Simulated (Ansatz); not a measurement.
Wanted: the native input for an Ansatz 0.2.0 run.

| Item | Value |
| --- | --- |
| Task | ladder of functionals |
| Functional | rPW86-PBE |
| Potentials or basis | Ansatz PAW |
| Cutoff | 420 eV (not typed: the program's choice for these potentials) |
| k mesh | 8 × 8 × 8 |
| Occupations | gaussian, width 0.01 eV |
| Spin | no spin polarisation |

Crystal: TiAl.

```
Ti Al
1.0
     3.17906    0.00000    0.00000
     0.00000    3.17906    0.00000
     0.00000    0.00000    3.17906
Ti Al
1 1
Direct
  0.00000 0.00000 0.00000
  0.50000 0.50000 0.50000
```

The cell comes from a database or a generator and needn't be the stable form of this composition.

The input as run:

input.yaml

```yaml
crystal:
  lattice: { a: 3.179064, b: 3.179064, c: 3.179064, alpha: 90.0, beta: 90.0, gamma: 90.0 }
  space_group: 221
  reduce_to_primitive: true
  atoms:
    - { symbol: Ti, wyckoff: "1a", position: [0.0, 0.0, 0.0] }
    - { symbol: Al, wyckoff: "1b", position: [0.5, 0.5, 0.5] }
hamiltonian:
  xc: { exchange: rpw86, correlation: pbe }
  pseudopotentials: { kind: paw }
kpoints:
  mp_grid: { grid: [8, 8, 8] }
scf:
  occupations: { method: gaussian, width: 0.01 }
output:
  forces: true
  stress: true
  eigenvalues: true
  xc_energy_on_converged_density: [lda, pbe, pbesol, rpbe, revpbe, blyp, r2scan]
  write_density: true
  write_potential: true
  elf: true
  volumetric_format: npy
```

Potentials or basis: Ansatz PAW.

Command:

```sh
$ ansatz run input.yaml --threads 1 --pin off --max-ram 2560MiB --backend cpu --events-out ev --progress --plain --runs-dir out
```

It gave:

The pressure is 1.8 GPa and the band gap on the k mesh is none (metal or under the smearing width).

Caveat: the PAW data sets come from PBE, with cores solved anew for the run's functional, which leaves a small shift of forces and pressure.

Wall time 1.8 s on 1 thread of Arm Neoverse V2, on a shared host, peak memory 0.31 GiB.
